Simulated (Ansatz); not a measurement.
NaBr:
```cif
data_BrNa
_chemical_formula_sum 'Na1 Br1'
_space_group_name_H-M_alt 'P 1'
_space_group_IT_number 1
_cell_length_a 4.09064
_cell_length_b 4.09064
_cell_length_c 4.09064
_cell_angle_alpha 60.000
_cell_angle_beta 60.000
_cell_angle_gamma 60.000
loop_
_space_group_symop_operation_xyz
  'x, y, z'
loop_
_atom_site_label
_atom_site_type_symbol
_atom_site_fract_x
_atom_site_fract_y
_atom_site_fract_z
_atom_site_occupancy
Na1 Na 0.00000 0.00000 0.00000 1
Br1 Br 0.50000 0.50000 0.50000 1
```

Relaxed with LDA.

Problem. Decompose the optical modes at the zone centre into irreducible representations, and say which are infrared and Raman allowed.

Solution. Point group m-3m: Γ_opt = T1u. Infrared: T1u. Raman: none.

Problem. Assign frequencies (DFPT, LDA (plane waves, PAW; program Ansatz); without the LO–TO term).

Solution. T1u 153 cm⁻¹.

Space group Fm-3m (rock salt). The LDA relaxation kept the symmetry of its start; phonons on a q-mesh show no instability.

Potentials: the later of the program's two PAW sets.
